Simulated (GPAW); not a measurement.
AlRu:

```
Ru Al
1.0
     2.99160    0.00000    0.00000
     0.00000    2.99160    0.00000
     0.00000    0.00000    2.99160
Ru Al
1 1
Direct
  0.50000 0.50000 0.50000
  0.00000 0.00000 0.00000
```

Base run:

| Item | Value |
| --- | --- |
| Program | GPAW 26.7.0 |
| Functional | LDA |
| Potentials or basis | the program's PAW data sets (release 1.2.1) made for this functional |
| Cutoff | 600 eV |
| Basis | pw |
| k mesh | 9 × 9 × 9 |
| Occupations | fermi-dirac, width 0.05 eV |
| Spin | no spin polarisation |

Its results: pressure -7.6 GPa.

Question: The run is repeated on the same cell with these changes: functional from LDA to revPBE. What comes out?

Answer: Pressure 6.0 GPa.

revPBE binds less tightly than LDA, so the same cell stands under more pressure.

Not every run made on this cell is shown here.
